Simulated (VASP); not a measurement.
Write the native input for VASP 6.6.1 that does the following.

* Task: single point
* Functional: PBE
* Potentials or basis: VASP PAW PBE potentials, release 64 (Ir)
* Cutoff: 520 eV
* k mesh: 18 × 18 × 18
* Occupations: gaussian, width 0.1 eV
* Spin: collinear spin, ferromagnetic start
* Starting moments: [1] μB
* Further INCAR settings: ALGO = Fast; EDIFF = 1e-07; NBANDS = 14

The structure of Ir lies in POSCAR:

```
Ir                                      
1.0
    0.0000000000      1.9741691091      1.9741691091
    1.9741691091      0.0000000000      1.9741691091
    1.9741691091      1.9741691091      0.0000000000
  Ir            
     1
Direct
     0.0000000000000000    0.0000000000000000    0.0000000000000000
```

The cell isn't the ideal one: a relaxed cell with its volume scaled by 1.06.

One way to write it, as run:

INCAR

```
PREC = Accurate ; ENCUT = 520
EDIFF = 1E-7 ; ISMEAR = 0
SIGMA = 0.1 ; LREAL = F
LASPH = T ; NELM = 100
ALGO = Fast ; ISIF = 2
LWAVE = F ; LCHARG = F
ISPIN = 2 ; MAGMOM = 1
LORBIT = 11 ; LMAXMIX = 4
GGA = PE ; NBANDS = 14
```

KPOINTS

```
regular mesh
0
Gamma
  18 18 18
```

Potentials or basis: VASP PAW PBE potentials, release 64 (Ir).

Command:

```console
$ cat potpaw_PBE.64/Ir/POTCAR > POTCAR
$ mpirun -np 1 vasp_std > vasp.out
```

It gave:

* Pressure: -17.5 GPa
* Band gap on the k mesh: none (metal or under the smearing width)
* Net moment: 0.00 μB per cell
* Valence electrons inside the program's atomic spheres: Ir 8.13

Caveat: so large a pressure means that the cell lies far from this level's equilibrium, or that cutoff or potentials fall short.

It took 52 s on 1 thread of Intel(R) Xeon(R) Platinum 8488C (Sapphire Rapids), on a shared host, peak memory 0.2 GiB.
